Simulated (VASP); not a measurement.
# Cd: single point with PBE

Crystal: Cd.

```
Cd
1.0
     0.00000    2.21082    2.21082
     2.21082    0.00000    2.21082
     2.21082    2.21082    0.00000
Cd
1
Direct
  0.00000 0.00000 0.00000
```

The cell was built by a generator and needn't be a form met in nature.

```yaml
Program: VASP 6.6.1
Task: single point
Functional: PBE
Potentials_or_basis: VASP PAW PBE potentials, release 64 (Cd)
Cutoff: 520 eV
k_mesh: 8 × 8 × 8
Occupations: gaussian, width 0.05 eV
Spin: no spin polarisation
Dipole_correction: no
Further_INCAR_settings: ALGO = Fast; EDIFF = 1e-06; NBANDS = 12
```

```json
{
  "Pressure": "3.2 GPa",
  "Band gap on the k mesh": "none (metal or under the smearing width)"
}
```

Levels at points of the mesh, in eV from the Fermi level:
```
           k point  band 3  band 4  band 5  band 6  band 7  band 8  band 9  band 10
(0.00, 0.00, 0.00)   -8.88   -8.57   -8.41   -8.41   14.22   15.34   15.34    15.34
(0.50, 0.00, 0.00)   -8.87   -8.03   -8.03   -2.07   -1.02   12.93   12.93    13.32
(0.50, 0.50, 0.00)   -8.05   -7.93   -7.93   -0.54    1.71    7.12    7.12    11.41
```

It took 7.4 s on 1 thread of Intel(R) Xeon(R) Platinum 8488C (Sapphire Rapids) (shared host), peak memory 0.13 GiB.
